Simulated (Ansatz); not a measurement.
**AlCo (Pm-3m), generalised stacking fault**

Method: DFT PBEsol, scalar-relativistic, plane waves, PAW (Ansatz). Settings: plane waves to 420 eV, k-mesh 21×21×7 (Γ-centred), Gaussian smearing 0.15 eV. No spin polarisation. A magnetic state may lie lower. Energies are free energies at this smearing, counted from the undisturbed cell; pressure is positive in compression.

The starting cell (relaxed at this level; it needn't be the usual structure):

```
Al Co
1.0
     0.00000   -2.82259    0.00000
     0.00000    0.00000   -2.82259
     8.46776    0.00000    0.00000
Al Co
3 3
Direct
  0.00000 0.00000 0.24998
  0.00000 0.00000 0.58332
  0.00000 0.00000 0.91665
  0.50000 0.50000 0.08332
  0.50000 0.50000 0.41665
  0.50000 0.50000 0.74998
```

The cut lies on the cell's a–b face, a (1 0 0) plane (indices in the standard cell, whose axes needn't be the Cartesian ones shown) of area 7.97 Å², between layers 1.41 Å apart. Vector c is tilted by f times 1·a + 0·b (length 2.823 Å) with the atoms' Cartesian places fixed: one unrelaxed fault a cell. The cell is metallic on the mesh throughout.

```tsv
f	γ (mJ/m²)
0.0000	0
0.1000	366
0.2000	1391
0.3000	2802
0.4000	4069
0.5000	4584
```

(1) Predict the shear traction, the slope of γ along the slip (GPa) at each point.

## Answers

(1)
```csv
f,"shear traction, the slope of γ along the slip (GPa)"
0.0000,0.0
0.1000,25.5
0.2000,45.6
0.3000,51.2
0.4000,34.7
0.5000,0.0
```

Cost: 6 runs of about 26 core-minutes in all, on Arm Neoverse N1 (shared hosts).